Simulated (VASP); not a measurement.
Si:

```
Si
1.0
     7.86163    0.00000    0.00000
    -3.93081    6.80837    0.00000
     0.00000    0.00000    7.39906
Si
27
Direct
  0.00000 0.00000 0.00000
  0.00000 0.00000 0.33333
  0.00000 0.00000 0.66667
  0.00000 0.33333 0.00000
  0.00000 0.33333 0.33333
  0.00000 0.33333 0.66667
  0.00000 0.66667 0.00000
  0.00000 0.66667 0.33333
  0.00000 0.66667 0.66667
  0.33333 0.00000 0.00000
  0.33333 0.00000 0.33333
  0.33333 0.00000 0.66667
  0.33333 0.33333 0.00000
  0.33333 0.33333 0.33333
  0.33333 0.33333 0.66667
  0.33333 0.66667 0.00000
  0.33333 0.66667 0.33333
  0.33333 0.66667 0.66667
  0.66667 0.00000 0.00000
  0.66667 0.00000 0.33333
  0.66667 0.00000 0.66667
  0.66667 0.33333 0.00000
  0.66667 0.33333 0.33333
  0.66667 0.33333 0.66667
  0.66667 0.66667 0.00000
  0.66667 0.66667 0.33333
  0.66667 0.66667 0.66667
```

This isn't the form of Si at room conditions, which is diamond.

* Program: VASP 6.6.1
* Task: phonon dispersion
* Functional: PBE
* Potentials or basis: VASP PAW PBE potentials, release 64 (Si)
* Cutoff: 520 eV
* k mesh: 3 × 3 × 2
* Occupations: gaussian, width 0.02 eV
* Spin: no spin polarisation
* Long-range dipole term: no
* Supercell matrix: [3, 0, 0, 0, 3, 0, 0, 0, 3]
* Further INCAR settings: LREAL = Auto; ALGO = Normal; EDIFF = 1e-07; IBRION = 6; POTIM = 0.015; NSW = 1

**Question.** Is this structure dynamically stable at this level, and how far does the spectrum reach?

**Answer.** Yes, as far as this q mesh shows: no mode on the path is imaginary. The highest frequency is 481 cm⁻¹.

Phonon frequencies at the corners of the path (cm⁻¹, interpolated; i marks imaginary ones):
```
point  frequencies
    Γ        0 0 0
    M  132 160 340
    K  155 278 278
    A  123 123 481
    L  141 283 386
    H  291 291 377
```

A q mesh this small can miss soft modes between its points.

Caveat: the k mesh is coarse (spacing up to 0.42 Å⁻¹), so the values aren't converged.
